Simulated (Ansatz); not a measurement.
# Hf2S: how settings move the results

The task here is to estimate one member of a computed series from the others.

Method: DFT r2SCAN, scalar-relativistic, plane waves, PAW, in Ansatz 0.2.0.

3 further runs of the same task are left out: 3 for a known fault of the program.

### The starting structure

Symmetry: P6_3/mmc, No. 194, hexagonal system. Conventional cell: a = 3.374 Å, b = 3.374 Å, c = 11.717 Å, α = 90.00°, β = 90.00°, γ = 120.00°. Hf (site symmetry 3m) is surrounded by 3 S at 2.62 Å. S (site symmetry -6m2) has 6 Hf at 2.62 Å as nearest neighbours.

Coordinates:

```
CELL_PARAMETERS angstrom
3.37427 0.00000 0.00000
-1.68714 2.92221 0.00000
0.00000 0.00000 11.71741
ATOMIC_POSITIONS crystal
Hf 0.66667 0.33333 0.89981
Hf 0.33333 0.66667 0.39981
Hf 0.66667 0.33333 0.60019
Hf 0.33333 0.66667 0.10019
S 0.00000 0.00000 0.75000
S 0.00000 0.00000 0.25000
```

The structure comes from the Materials Project (structure only); it is used as listed.

The first run:

input.yaml reads:

```yaml
crystal:
  lattice:
    - [3.3742737662, 0.0, 0.0]
    - [-1.6871368831, 2.9222068008, 0.0]
    - [0.0, 0.0, 11.71740703]
  atoms:
    - { symbol: Hf, position: [0.66666667, 0.33333333, 0.89981164] }
    - { symbol: Hf, position: [0.33333333, 0.66666667, 0.39981164] }
    - { symbol: Hf, position: [0.66666667, 0.33333333, 0.60018836] }
    - { symbol: Hf, position: [0.33333333, 0.66666667, 0.10018836] }
    - { symbol: S, position: [0.0, 0.0, 0.75] }
    - { symbol: S, position: [0.0, 0.0, 0.25] }
basis:
  ecutwfc: 500
kpoints:
  mp_grid: { grid: [6, 6, 2] }
hamiltonian:
  xc: r2scan
scf:
  occupations: { method: gaussian, width: 0.1 }
output:
  forces: true
  stress: true
  eigenvalues: true
```

The run is started by

```bash
ansatz run input.yaml --threads 1 --pin off --max-ram 2560MiB --backend cpu --events-out ev --progress --plain --runs-dir out
```

Steps of the session up to this table: Probe: one point at the start; Base run on a denser mesh; Plane-wave cutoff set to 150 eV; Plane-wave cutoff: 200 eV; Plane-wave cutoff set to 250 eV; Plane-wave cutoff set to 300 eV; Plane-wave cutoff set to 350 eV; Plane-wave cutoff: 380 eV; Plane-wave cutoff set to 460 eV; Plane-wave cutoff set to 520 eV; Plane-wave cutoff set to 600 eV; Plane-wave cutoff set to 700 eV; Plane-wave cutoff: 850 eV.

One of the session's tables, all rows but one given; the rest of the session is left out.

| cutoff (eV) | ΔE (meV/atom) | pressure (GPa) | largest change of a force component (eV/Å) |
| --- | --- | --- | --- |
| 150 | 23907 | -2.52 | 2.699 |
| 200 | 4195 | -0.58 | 0.089 |
| 250 | 746 | -0.01 | 0.098 |
| 300 | 82.8 | 0.81 | 0.042 |
| 350 | 6.97 | 0.94 | 0.009 |
| 380 | 3.01 | 0.90 | 0.004 |
| 460 | 1.64 | 0.89 | 0.001 |
| 500 | 1.32 | 0.89 | 0.000 |
| 520 | ? | ? | ? |
| 600 | 0.83 | 0.89 | 0.000 |
| 700 | 0.46 | 0.89 | 0.000 |
| 850 | 0.00 | 0.89 | 0.000 |

Q: Estimate the row for cutoff (eV) = 520 from the others.

Worked estimate for «ΔE (meV/atom)». A straight line through the neighbours (500, 1.32) and (600, 0.83) gives 1.32 + (0.83 − 1.32) × (520 − 500) / (600 − 500) = 1.22; a parabola fitted to 4 rows on both sides gives 1.23.

The run gave: ΔE (meV/atom): 1.19; pressure (GPa): 0.89; largest change of a force component (eV/Å): 0.001. In «ΔE (meV/atom)» the line misses by +0.03 and the parabola by +0.04.

Caveats from the session: Warnings in the runs' records: cutoff below recommended.
